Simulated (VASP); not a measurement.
Write the native input for VASP 6.6.1 that does the following.

- Task: single point
- Functional: PBE
- Potentials or basis: VASP PAW PBE potentials, release 64 (Ge_d)
- Cutoff: 520 eV
- k mesh: 8 × 8 × 8
- Occupations: gaussian, width 0.02 eV
- Spin: no spin polarisation
- Further INCAR settings: ALGO = Normal; EDIFF = 1e-07; NBANDS = 21

The structure of Ge lies in POSCAR:

```
Ge
1.0
    0.0000000000      2.8289100000      2.8289100000
    2.8289100000      0.0000000000      2.8289100000
    2.8289100000      2.8289100000      0.0000000000
Ge
2
Direct
    0.0000000000      0.0000000000      0.0000000000
    0.2500000000      0.2500000000      0.2500000000
```

One way to write it, as run:

INCAR

```
PREC = Accurate
ENCUT = 520
EDIFF = 1E-7
ISMEAR = 0
SIGMA = 0.02
LREAL = False
LASPH = True
NELM = 60
ALGO = Normal
ISIF = 2
LWAVE = False
LCHARG = False
GGA = PE
NBANDS = 21
```

KPOINTS

```
Automatic mesh
0
Gamma
  8 8 8
```

Potentials or basis: VASP PAW PBE potentials, release 64 (Ge_d).

Run with:

```bash
$ cat potpaw_PBE.64/Ge_d/POTCAR > POTCAR
$ mpirun -np 1 vasp_std > vasp.out
```

Results of the run:

```
Pressure               : 3.5 GPa
Band gap on the k mesh : 0.03 eV, direct
```

Wall time 26 s on 1 thread of AMD EPYC 7R13 Processor (Zen 3), with other jobs on the host, peak memory 0.14 GiB.
